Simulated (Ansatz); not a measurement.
Space group P-3m1 (No. 164). a = 3.329 Å, b = 3.329 Å, c = 5.785 Å, α = 90.00°, β = 90.00°, γ = 120.00°
```
atom site symmetry x y z
  Ta    1a      -3m.  0.0000  0.0000  0.0000
   S    2d       3m.  0.3333  0.6667  0.2671
```

Equation of state of this TaS₂ structure (not necessarily the ground state), with shape and atoms relaxed at each volume where symmetry leaves them free. It has no gap at any of these volumes. Level of theory: DFT PBE+D3(BJ), scalar-relativistic, plane waves, PAW in Ansatz 0.2.0.

Settings: cutoff 420 eV, Γ-centred mesh 12×12×8 on the computed 3-atom cell, Gaussian smearing of 0.10 eV; no spin polarisation.

| V (Å³/atom) | E − E(largest V) (meV/atom) | P (GPa) |
| --- | --- | --- |
| 16.284 | 37.44 | 9.46 |
| 16.839 | 10.52 | 6.22 |
| 17.394 | -6.20 | 3.55 |
| 17.950 | -14.88 | 1.50 |
| 18.505 | -17.42 | 0.00 |
| 19.060 | -15.38 | -1.13 |
| 19.615 | -10.12 | -1.88 |
| 20.355 | 0.00 | -2.44 |

**Question.** Fit a third-order Birch–Murnaghan equation to E(V).

**Answer.** V0 = 18.51 Å³/atom, B0 = 43 GPa, B0' = 9.3. B0' is unusual or poorly fixed by this range.

Spin-orbit coupling is left out, which matters for the bands of heavy elements. Spin polarisation was left out, and a magnetic state may lie lower.